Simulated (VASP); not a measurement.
Results of a VASP single-point calculation on KF (strained rocksalt)

POSCAR

```
K  F
 1.0000000000000000
    -0.0709056152000000    2.5880549558000001    2.5880549558000001
     2.5880549558000001   -0.0709056152000000    2.5880549558000001
     2.5880549558000001    2.5880549558000001   -0.0709056152000000
 K   F
   1   1
Cartesian
  0.0000000000000000  0.0000000000000000  0.0000000000000000
  2.5526021482000001  2.5526021482000001  2.5526021482000001
```

```
gap between bands v and c : 6.43 eV
least direct gap          : 6.43 eV
```

Band v is the last that the valence electrons fill when counted band by band, and c is the next. Levels in eV from the top of v:

```tsv
point	v−1	v	c	c+1
Γ	-0.04	0.00	6.43	10.65
X	-0.08	-0.05	8.21	10.57
K	-0.26	-0.20	9.10	10.96
L	-0.47	-0.47	9.35	11.13
W	-0.18	-0.16	9.85	9.93
```

Question: Which of these levels of theory gave these results?
A. PBEsol
B. HSE06
C. r²SCAN
D. PBE
E. PBE0
F. PBE with spin–orbit coupling
G. LDA

Answer: D.

The INCAR was:

```
LELF = .TRUE.
SIGMA = 0.02
ENCUT = 520
LWAVE = .FALSE.
IBRION = -1
ISIF = 2
LASPH = .TRUE.
NSW = 0
GGA = PE
LCHARG = .TRUE.
EDIFF = 1E-7
PREC = Accurate
LREAL = .FALSE.
NBANDS = 15
NELM = 120
ISMEAR = -1
```
